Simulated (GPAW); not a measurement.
**Near-edge structure at the Se K edge of zinc-blende (ZnSe)₁₋ₓ(BeSe)ₓ at x = 0.25**

Aim: the Se K edge in zinc-blende (ZnSe)₁₋ₓ(BeSe)ₓ at x = 0.25, one member of a composition series.

Method: X-ray absorption from dipole matrix elements to empty bands, plane-wave PAW PBE, in GPAW 26.7.0.

## 1. Starting point

The cell holds 16 atoms: 6 Zn, 8 Se and 2 Be. Cell: a = 7.829 Å, b = 7.829 Å, c = 7.829 Å, α = 60.0°, β = 60.0°, γ = 60.0°. 16-atom zinc-blende cell, 2 of 8 Zn sites taken by Be at random, lattice constants typed for the ends and interpolated (Vegard).

## 2. Relaxation

The cell was built by hand, so its atoms are relaxed first: near-edge features follow bond lengths closely.

relax.py

```python
import numpy as np
from ase import Atoms
from ase.parallel import parprint, paropen
from gpaw import GPAW, PW, FermiDirac, Mixer, MixerDif, setup_paths
from ase.optimize import BFGS

atoms = Atoms('ZnSeZnSeZnSeBeSeBeSeZnSeZnSeZnSe',
    cell=[[0, 5.53575, 5.53575],
     [5.53575, 0, 5.53575],
     [5.53575, 5.53575, 0]],
    scaled_positions=[[0.000761, 0.001205, 0.998263],
     [0.125262, 0.12613, 0.127016],
     [0.999369, 0.997436, 0.499064],
     [0.125399, 0.125898, 0.623513],
     [0.999032, 0.503598, 0.997707],
     [0.12446, 0.625505, 0.128334],
     [0.998841, 0.499141, 0.498783],
     [0.126366, 0.625838, 0.625526],
     [0.501151, 0.000761, 1],
     [0.624656, 0.126198, 0.123095],
     [0.500034, 0.003383, 0.498569],
     [0.622201, 0.125308, 0.624674],
     [0.495287, 0.502186, 0.997629],
     [0.623942, 0.625996, 0.124733],
     [0.49828, 0.500719, 0.500799],
     [0.621653, 0.624939, 0.626601]],
    pbc=True)
atoms.calc = GPAW(legacy_gpaw=True, mode=PW(400, force_complex_dtype=True), xc='PBE', setups={},
    kpts={'size': (3, 3, 3), 'gamma': True}, occupations=FermiDirac(0.08),
    charge=0, mixer=Mixer(0.1, 5, 50), maxiter=150,
    convergence={'density': 0.0001, 'eigenstates': 1e-6}, txt='relax.txt')
steps = []
opt = BFGS(atoms, logfile='-')
opt.attach(lambda: steps.append([atoms.get_potential_energy(), float(np.linalg.norm(atoms.get_forces(), axis=1).max())]))
done = opt.run(fmax=0.05, steps=30)
out = dict(done=bool(done), steps=steps, frac=atoms.get_scaled_positions().tolist())
import json
with paropen('out.json', 'w') as f:
    json.dump(out, f)
```

Command:

```console
> OMP_NUM_THREADS=1 mpirun -n 4 gpaw python relax.py
```

Numbers of over 12 decimals in the logs are rounded to 6 here.

The program printed:

```text
Input parameters:
  convergence: {density: 0.0001,
                eigenstates: 1e-06}
  kpts: {gamma: True,
         size: (3, 3, 3)}
  maxiter: 150
  mixer: {backend: pulay,
          beta: 0.1,
          method: separate,
          nmaxold: 5,
          weight: 50}
  mode: {ecut: 400.0,
         force_complex_dtype: True,
         name: pw}
  occupations: {fixmagmom: False,
                name: fermi-dirac,
[...]
15 Se   -0.00445    0.00730   -0.00058
Step     Time          Energy          fmax
BFGS:    0 02:05:23      -52.717144        1.542685
BFGS:    1 02:05:55      -52.922078        1.342602
BFGS:    2 02:06:33      -53.516807        0.139400
BFGS:    3 02:06:51      -53.518114        0.108948
BFGS:    4 02:07:17      -53.519199        0.078805
BFGS:    5 02:07:35      -53.520190        0.053044
BFGS:    6 02:08:00      -53.519890        0.079855
BFGS:    7 02:08:25      -53.520672        0.015018
[key lines of the parts left out:]
Converged after 7 iterations.
Dipole moment: (-30.502187, -30.102649, -30.371920) |e|*Ang
Free energy:    -53.520672
Fermi level: 5.13537
```

It took 3.9 min on 4 MPI ranks of Arm Neoverse V2, shared host; peak memory 0.35 GiB; 16 min of CPU time.

In 7 steps the energy fell by 804 meV (energies extrapolated to zero smearing) and the largest force to 0.015 eV/Å. Atom 8 (Se; the text counts from 1, the script from 0) is among those that moved most, by 0.16 Å.

## 3. Ground state of the crystal

The ground state comes first: it tells whether the system has a gap, which decides how the excited electron is treated.

scf.py

```python
import numpy as np
from ase import Atoms
from ase.parallel import parprint, paropen
from gpaw import GPAW, PW, FermiDirac, Mixer, MixerDif, setup_paths
from gpaw.test import gen
setup_paths.insert(0, '.')
gen('Se', name='nch1s', xcname='PBE', corehole=(1, 0, 0), write_xml=True)
from gpaw.mpi import world
world.barrier()

atoms = Atoms('ZnSeZnSeZnSeBeSeBeSeZnSeZnSeZnSe',
    cell=[[0, 5.53575, 5.53575],
     [5.53575, 0, 5.53575],
     [5.53575, 5.53575, 0]],
    scaled_positions=[[0.0006643, 0.0018634, 0.9989926],
     [0.1465339, 0.1194203, 0.1174604],
     [0.9989532, 0.9996813, 0.4996285],
     [0.1172448, 0.1467466, 0.6169221],
     [0.9987659, 0.501973, 0.0000766],
     [0.1158402, 0.6195288, 0.1473876],
     [0.998421, 0.4998959, 0.500927],
     [0.1171781, 0.6175416, 0.6178542],
     [0.4998056, 0.000408, 0.0000919],
     [0.6181209, 0.1190232, 0.116408],
     [0.4994727, 0.0017322, 0.4984284],
     [0.6167682, 0.1182781, 0.6466625],
     [0.4976035, 0.5012724, 0.9994795],
     [0.6165104, 0.6472828, 0.1171875],
     [0.4996499, 0.5004829, 0.4992875],
     [0.645173, 0.619128, 0.6173535]],
    pbc=True)
atoms.calc = calc = GPAW(legacy_gpaw=True, mode=PW(400, force_complex_dtype=True), xc='PBE', setups={1: 'nch1s'},
    kpts={'size': (3, 3, 3), 'gamma': True}, occupations=FermiDirac(0.05),
    charge=0, mixer=Mixer(0.1, 5, 50), maxiter=150,
    convergence={'density': 0.0001, 'eigenstates': 1e-6}, txt='scf.txt')
energy = atoms.get_potential_energy() + calc.get_reference_energy()
ef = calc.get_fermi_level()
out = dict(energy=energy, fermi=ef, forces=atoms.get_forces().tolist())
parprint(f'all-electron energy {energy:.4f} eV, Fermi level {ef:.4f} eV')
ev = np.array([[calc.get_eigenvalues(k, s) for k in range(len(calc.get_ibz_k_points()))] for s in range(calc.get_number_of_spins())])
out['homo'], out['lumo'], out['counts'] = ev[ev < ef].max(), ev[ev > ef].min(), sorted(set((ev < ef).sum((0, 2)).tolist()))
out['filled'] = (ev[:, 0] < ef).sum(1).tolist()
import json
with paropen('out.json', 'w') as f:
    json.dump(out, f)
```

Command:

```console
> OMP_NUM_THREADS=1 mpirun -n 4 gpaw python scf.py
```

The program printed:

```text
Input parameters:
  convergence: {density: 0.0001,
                eigenstates: 1e-06}
  kpts: {gamma: True,
         size: (3, 3, 3)}
  maxiter: 150
  mixer: {backend: pulay,
          beta: 0.1,
          method: separate,
          nmaxold: 5,
          weight: 50}
  mode: {ecut: 400.0,
         force_complex_dtype: True,
         name: pw}
  occupations: {fixmagmom: False,
                name: fermi-dirac,
                width: 0.05}
  setups: {1: nch1s}
  xc: PBE

Initialize ...

[... PAW data sets ...]

Reference energy: -822792.587756  # eV

Spin-paired calculation

[... convergence settings ...]
Symmetries present (total): 1
  [... symmetry matrices ...]

27 k-points: 3 x 3 x 3 Monkhorst-Pack grid
14 k-points in the irreducible part of the Brillouin zone
       k-points in crystal coordinates                weights
   0:     0.00000000    0.00000000    0.00000000          1/27
   1:     0.00000000    0.00000000    0.33333333          2/27
   2:     0.00000000    0.33333333   -0.33333333          2/27
   3:     0.00000000    0.33333333    0.00000000          2/27
   4:     0.00000000    0.33333333    0.33333333          2/27
   5:     0.33333333   -0.33333333   -0.33333333          2/27
   6:     0.33333333   -0.33333333    0.00000000          2/27
   7:     0.33333333   -0.33333333    0.33333333          2/27
   8:     0.33333333    0.00000000   -0.33333333          2/27
   9:     0.33333333    0.00000000    0.00000000          2/27
          ...
  13:     0.33333333    0.33333333    0.33333333          2/27

Wave functions: Plane wave expansion
  Cutoff energy: 400.000 eV
  Number of coefficients (min, max): 6135, 6183
  Pulay-stress correction: 0.000000 eV/Ang^3 (de/decut=0.000000)
  Using FFTW library
  Wavefunction extrapolation:
    Improved wavefunction reuse through dual PAW basis

Occupation numbers: Fermi-Dirac:
  width: 0.0500  # eV

Eigensolver
   Davidson(niter=2)

Densities:
  Coarse grid: 40*40*40 grid
  Fine grid: 80*80*80 grid
  Total Charge: 0.000000

Density mixing:
  Method: separate
  Backend: pulay
  Linear mixing parameter: 0.1
  old densities: 5
  Width of damping distribution: 1.1
  Damping of long wavelength oscillations: 50

[... Hamiltonian set-up ...]
Number of atoms: 16
Number of atomic orbitals: 94
Number of bands in calculation: 79
Number of valence electrons: 124
Bands to converge: occupied

... initialized

Initializing position-dependent things.

Density initialized from atomic densities
Creating initial wave functions:
  79 bands from LCAO basis set

                                Zn

                         Be

                 Zn        Se
                                Zn
                   Se
                       Zn
                     Se

            Se   Zn       Se
                  Se
        Be
                   Se
                       Zn
          Se

Atomic positions and initial magnetic moments

Positions:
   0 Zn     5.540489    5.533851    0.013993    ( 0.0000,  0.0000,  0.0000)
   1 Se     1.311312    1.461406    1.472256    ( 0.0000,  0.0000,  0.0000)
   2 Zn     8.299804    8.295774   11.063941    ( 0.0000,  0.0000,  0.0000)
   3 Se     4.227479    4.064164    1.461390    ( 0.0000,  0.0000,  0.0000)
   4 Zn     2.779221    5.529342    8.307715    ( 0.0000,  0.0000,  0.0000)
   5 Se     4.245457    1.457163    4.070819    ( 0.0000,  0.0000,  0.0000)
   6 Be     5.540305    8.300016    8.294308    ( 0.0000,  0.0000,  0.0000)
[...]
13 Se     4.231916    4.061568    6.996043    ( 0.0000,  0.0000,  0.0000)
  14 Zn     5.534479    5.529868    5.536485    ( 0.0000,  0.0000,  0.0000)
  15 Se     6.844852    6.989031    6.998854    ( 0.0000,  0.0000,  0.0000)

Unit cell:
           periodic     x           y           z      points  spacing
  1. axis:    yes    0.000000    5.535750    5.535750    40     0.1598
  2. axis:    yes    5.535750    0.000000    5.535750    40     0.1598
  3. axis:    yes    5.535750    5.535750    0.000000    40     0.1598

  Lengths:   7.828733   7.828733   7.828733
  Angles:   60.000000  60.000000  60.000000

Effective grid spacing dv^(1/3) = 0.1744

iter:   1   -54.506521
iter:   2   -54.414959   -0.46  -1.19
iter:   3   -53.509254   -1.16  -1.26
iter:   4   -53.593087   -1.68  -1.50
iter:   5   -53.618611   -1.99  -1.61
iter:   6   -53.525667   -2.78  -2.09
iter:   7   -53.521101   -3.21  -2.22
iter:   8   -53.520074c  -4.12  -2.93
iter:   9   -53.519951c  -4.66  -3.06
iter:  10   -53.519956c  -4.70  -3.17
iter:  11   -53.519851c  -5.50  -3.45
iter:  12   -53.519843c  -5.24  -3.51
iter:  13   -53.519814c  -6.25c -3.70
iter:  14   -53.519818c  -6.18c -3.86
iter:  15   -53.519811c  -6.52c -4.09c

Converged after 15 iterations.

Dipole moment: (-30.502120, -30.103066, -30.372424) |e|*Ang

Energy contributions relative to reference atoms: (reference = -822792.587756)

Kinetic:       +108.745764
Potential:      -93.536577
External:        +0.000000
XC:             -67.974842
Entropy (-ST):   -0.000000
Local:           -0.754155
SIC:             +0.000000
--------------------------
Free energy:    -53.519811
Extrapolated:   -53.519811

Showing only first 2 kpts
 Kpt  Band  Eigenvalues  Occupancy
  0    60      4.12356    2.00000
  0    61      4.12664    2.00000
  0    62      6.03183    0.00000
  0    63      6.81070    0.00000

  1    60      3.89603    2.00000
  1    61      3.89806    2.00000
  1    62      7.11863    0.00000
  1    63      7.13573    0.00000

Fermi level: 5.10177

Gap: 1.905 eV
Transition (v -> c):
  (s=0, k=0, n=61, [0.00, 0.00, 0.00]) -> (s=0, k=0, n=62, [0.00, 0.00, 0.00])
No difference between direct/indirect transitions

Forces in eV/Ang:
  0 Zn    0.00061   -0.00555   -0.01354
  1 Se    0.00067   -0.00480   -0.01093
  2 Zn    0.00713    0.00478    0.00488
  3 Se    0.01090   -0.00440    0.00089
  4 Zn   -0.01053   -0.00192   -0.00685
  5 Se   -0.01315   -0.00333    0.00025
  6 Be   -0.00072   -0.00447    0.01366
[...]
13 Se    0.00525    0.00881    0.00655
 14 Zn    0.00589   -0.00126   -0.00371
 15 Se   -0.00418    0.00170   -0.00173
Scalar-relativistic atomic PBE calculation for Se (Selenium, Z=34)
Core hole in 1s state (1s occupation: 2.0)
600 radial gridpoints.
|------------------------------------------------|
|------------------------------------------------|
[... the atom generator's iteration count ...]

Energy contributions:
-------------------------
Kinetic:    +2477.789467
XC:           -87.790224
Potential:  -4819.259293
-------------------------
Total:      -2429.260050

state      eigenvalue         ekin         rmax
-----------------------------------------------
1s^2.0 :  -459.242753   587.200225        0.029
2s^2.0 :   -59.035804   114.329805        0.165
2p^6.0 :   -51.951958   111.151680        0.132
3s^2.0 :    -7.842399    26.895981        0.502
3p^6.0 :    -5.622421    24.303443        0.500
3d^10.0:    -1.952373    19.200755        0.453
4s^2.0 :    -0.634914     3.625453        1.511
4p^4.0 :    -0.239319     2.237064        1.809
-----------------------------------------------
(units: Bohr and Hartree)

Generating PAW setup
Kinetic energy of the core from tauc = 2492.234148
Cutoffs:
rc(s)=1.600
rc(p)=1.900
rc(d)=1.600
rc(vbar)=1.440
rc(comp)=1.600
rc(nct)=1.900

Kinetic energy of the core states: 2461.590304
Charge: 0.0
Core electrons: 28.0
Valence electrons: 6.0
Pseudo-core charge: 1.078259
Shape function alpha=3.906
Pseudo-electron charge 7.368440
state    eigenvalue         norm
--------------------------------
4s(2) :    -0.634914     1.091049
*s    :     0.365086
4p(4) :    -0.239319     1.027021
*p    :     0.760681
*d    :     0.000000
--------------------------------

Diagonalizing with gridspacing h=0.050

state   all-electron     PAW
-------------------------------
4s:      -0.634914    -0.635422
4p:      -0.239319    -0.239692
*d:                    0.039336
*f:                    0.072876
-------------------------------
all-electron energy -822846.1076 eV, Fermi level 5.1018 eV
```

The job ended after 59 s (4 MPI ranks; peak memory 0.35 GiB; 3.9 min of CPU time).

The mesh shows a gap of 1.91 eV. The excited electron is kept all the same, so that all members of the series, with or without a gap, are treated alike.

## 4. Reference energy of the cell

The photon energy needs a difference of total energies, so the cell and mesh of the coming hole run are first run without a hole.

scf.py, as its differences from that of step 3:

```diff
@@ -32,3 +32,3 @@
 atoms.calc = calc = GPAW(legacy_gpaw=True, mode=PW(400, force_complex_dtype=True), xc='PBE', setups={1: 'nch1s'},
-    kpts={'size': (3, 3, 3), 'gamma': True}, occupations=FermiDirac(0.05),
+    kpts={'size': (3, 3, 3), 'gamma': True}, occupations=FermiDirac(0.02),
     charge=0, mixer=Mixer(0.1, 5, 50), maxiter=150,
```

The program printed:

```text
Input parameters:
  convergence: {density: 0.0001,
                eigenstates: 1e-06}
  kpts: {gamma: True,
         size: (3, 3, 3)}
  maxiter: 150
  mixer: {backend: pulay,
          beta: 0.1,
          method: separate,
          nmaxold: 5,
          weight: 50}
  mode: {ecut: 400.0,
         force_complex_dtype: True,
         name: pw}
  occupations: {fixmagmom: False,
                name: fermi-dirac,
[...]
4s(2) :    -0.634914     1.091049
*s    :     0.365086
4p(4) :    -0.239319     1.027021
*p    :     0.760681
*d    :     0.000000
--------------------------------

Diagonalizing with gridspacing h=0.050

state   all-electron     PAW
-------------------------------
4s:      -0.634914    -0.635422
4p:      -0.239319    -0.239692
*d:                    0.039336
*f:                    0.072876
-------------------------------
all-electron energy -822846.1076 eV, Fermi level 4.7924 eV
[key lines of the parts left out:]
Converged after 15 iterations.
Dipole moment: (-30.502120, -30.103066, -30.372424) |e|*Ang
Free energy:    -53.519811
Fermi level: 4.79237
```

It took 59 s on 4 MPI ranks; peak memory 0.35 GiB; 3.9 min of CPU time.

Reference energy: -822846.108 eV with the cores included.

(Continued in part 2 of 3.)

[Banner, clock and machine lines of the logs are left out without a mark of their own.]

[Logs are printed without paths, hosts, clocks, repeated set-up lines and the standing remarks that a program may print on its own settings, such as how far it seeks lower states.]

[Hosts, paths, dates, database ids (printed as entryN), source tags and the programs' standing remarks are cut or masked in the printed files.]

[Lists of maxima count a maximum above −3 eV only where it reaches 4 % of the highest in the window and stands out from its surroundings by 2 % of it (1.5 % where it reaches 55 %); shoulders and weaker maxima are passed over, and of the rest the first, up to two pre-edge ones and the few strongest are named.]
